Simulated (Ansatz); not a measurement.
# HfB (Fm-3m) under several functionals

Plane-wave DFT in Ansatz with scalar-relativistic PAW potentials. The same structure was relaxed (cell and atoms, symmetry kept) in separate runs at each level. No spin polarisation.

Task: How do the levels PBE, PBEsol, r2SCAN compare?

Result:
```csv
level,cutoff (eV),k mesh,V (Å³/atom),a (Å),B0 (GPa)
PBEsol,420,16×16×16,13.720,4.788,180
r2SCAN,500,16×16×16,14.040,4.825,–
PBE,420,16×16×16,14.118,4.834,170
```

The usual order of volumes, PBEsol < PBE, holds here (13.720, 14.118 Å³/atom). As a rule PBEsol, built on the gradient expansion of slowly varying densities, lies between LDA and PBE; PBE's stronger gradient term for exchange weakens bonds. r2SCAN lies 0.6 % under PBE in volume. B0 goes from 179.6 to 169.7 GPa as the volume grows by 2.9 %; on one curve with B' = 3.8 the volume alone, B ∝ V^(−B'), would give 160.9 GPa, and the rest of the difference is the functional's own stiffness.

Spin–orbit coupling is left out, which can shift energies with elements as heavy as these.